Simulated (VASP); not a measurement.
## ZrC: single point with PBEsol

ZrC:

```
Zr C
1.0
     0.00000    2.53823    2.35021
     2.53823    0.00000    2.35021
     2.53823    2.53823    0.00000
Zr C
1 1
Direct
  0.50000 0.50000 0.50000
  0.00000 0.00000 0.00000
```

The cell isn't the ideal one: strain +0.080 along x and y, +0.000 along z, atoms carried along.

* Program: VASP 6.6.1
* Task: single point
* Functional: PBEsol
* Potentials or basis: VASP PAW PBE potentials, release 64 (Zr_sv, C)
* Cutoff: 520 eV
* k mesh: 18 × 18 × 18
* Occupations: gaussian, width 0.15 eV
* Spin: no spin polarisation
* Dipole correction: no
* Further INCAR settings: ALGO = Fast; EDIFF = 1e-06; NBANDS = 15

- Pressure: -26.7 GPa
- Band gap on the k mesh: none (metal or under the smearing width)

Stress tensor (GPa, compression positive):
```
-31.52   0.00   0.00
  0.00 -31.52   0.00
  0.00   0.00 -17.04
```

Levels at points of the mesh, in eV from the Fermi level:
```tsv
k point	band 5	band 6	band 7	band 8	band 9	band 10	band 11	band 12
(0.00, 0.00, 0.00)	-10.75	0.79	0.79	0.80	0.80	1.06	1.38	1.98
(0.50, 0.00, 0.00)	-8.27	-4.78	-2.58	-2.51	3.46	3.98	4.52	5.72
(0.50, 0.50, 0.00)	-9.51	-1.73	-1.49	-0.32	-0.32	3.71	4.61	4.61
(0.50, 0.00, 0.50)	-9.58	-2.43	-1.33	-0.02	0.16	3.49	4.28	4.86
```

Wall time 3 min on 1 thread of AMD EPYC 9R45 (Zen 5) (shared host), peak memory 0.3 GiB.

Caveat: so large a pressure means that the cell lies far from this level's equilibrium, or that cutoff or potentials fall short; the potentials were made for another functional, which shifts forces and pressure.
